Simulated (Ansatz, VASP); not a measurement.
Two plane-wave programs on ZnAu

INCAR

```
  PREC = Accurate
  ENCUT = 600
  EDIFF = 1E-6
  ISMEAR = -1
  SIGMA = 0.15
  LREAL = F
  LASPH = T
  NELM = 100
  ALGO = Fast
  ISIF = 3
  LWAVE = F
  LCHARG = F
  GGA = PE
  IBRION = 2
  NSW = 80
  EDIFFG = -0.05
```

File KPOINTS:

```
Automatic mesh
0
Gamma
  9 9 9
```

The input POSCAR:

```
ZnAu
1.0
    3.1470000000      0.0000000000      0.0000000000
    0.0000000000      3.1470000000      0.0000000000
    0.0000000000      0.0000000000      3.1470000000
Zn Au
1 1
Direct
    0.5000000000      0.5000000000      0.5000000000
    0.0000000000      0.0000000000      0.0000000000
```

Input for Ansatz:

```yaml
crystal:
  lattice:
    - [3.147, 0.0, 0.0]
    - [0.0, 3.147, 0.0]
    - [0.0, 0.0, 3.147]
  atoms:
    - { symbol: Zn, position: [0.5, 0.5, 0.5] }
    - { symbol: Au, position: [0.0, 0.0, 0.0] }
basis:
  ecutwfc: 489.804952427784
  ecutrho_ratio: 8
kpoints:
  mp_grid:
    grid: [9, 9, 9]
    shift: [0.0, 0.0, 0.0]
hamiltonian:
  xc: pbe
  dispersion: none
scf:
  occupations:
    method: fermi_dirac
    width: 0.15
relax:
  f_tol: 0.05
  max_steps: 60
  cell: {}
```

Alike in both runs: task relaxation of cell and atoms; functional PBE; k mesh 9 × 9 × 9; occupations fermi-dirac, width 0.15 eV; no spin polarisation.

|  | VASP | Ansatz |
| --- | --- | --- |
| version | VASP 6.6.1 | Ansatz 0.2.0 |
| potentials or method | VASP PAW PBE potentials, release 64 (Zn, Au) | plane waves, PAW |
| plane-wave cutoff (eV) | 600 | 490 |
| valence electrons in the cell | 23 | 31 |

|  | VASP | Ansatz | Ansatz less VASP |
| --- | --- | --- | --- |
| relaxed volume (Å³/atom) | 16.23 | 16.21 | -0.021 |
| relaxed cell length with the largest relative difference (Å) | 3.190 | 3.189 | -0.0014 |
| energy change over the relaxation (meV/atom) | -10 | -10 | +0.6 |

The two sets of potentials don't hold the same shells in valence.

 The runs have no spin-orbit coupling, so splittings on Au are missing. PBE usually gives volumes a little too large and moduli too small.
